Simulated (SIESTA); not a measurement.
**SrO in SIESTA: the effect of functional**

The system is SrO.

```xyz
2
Lattice="0.0000 2.5663 2.5663 2.5663 0.0000 2.5663 2.5663 2.5663 0.0000" Properties=species:S:1:pos:R:3 pbc="T T T"
Sr    2.5663    2.5663    2.5663
O     0.0000    0.0000    0.0000
```

Alike in all runs:

* Program: SIESTA 5.4.2
* Task: band structure
* Basis: DZP (energy shift 0.003 Ry; two zetas on semicore shells; d shell added on Sr)
* Grid cutoff: 800 Ry
* Energy shift: 0.003 Ry
* k mesh: 9 × 9 × 9
* Occupations: fermi-dirac, width 0.05 eV
* Spin: no spin polarisation

Question: One run gave: gap on the mesh 3.16 eV; pressure -3.3 GPa. Which functional did it use?
A. PBEsol
B. AM05
C. PBE
D. RPBE
E. LDA

Answer: E.

```tsv
functional	potentials or basis	gap on the mesh (eV)	pressure (GPa)
AM05	PseudoDojo 0.4 standard (PBEsol files)	3.26	1.1
BLYP	PseudoDojo 0.4 standard (PBE files)	3.45	7.6
PBEsol	PseudoDojo 0.4 standard (PBEsol files)	3.20	0.0
LDA	PseudoDojo 0.4 standard (LDA files)	3.16	-3.3
WC	PseudoDojo 0.4 standard (PBEsol files)	3.21	0.0
PBE	PseudoDojo 0.4 standard (PBE files)	3.31	4.1
PW91	PseudoDojo 0.4 standard (PBE files)	3.31	3.7
revPBE	PseudoDojo 0.4 standard (PBE files)	3.41	6.3
RPBE	PseudoDojo 0.4 standard (PBE files)	3.44	7.1
```

Caveats: the basis of atomic orbitals isn't converged, which shifts pressures, moduli and gaps; the potentials were made for another functional, which shifts forces and pressure (some runs).

A k mesh can miss the band edges.

Not every run made on this cell is shown here.
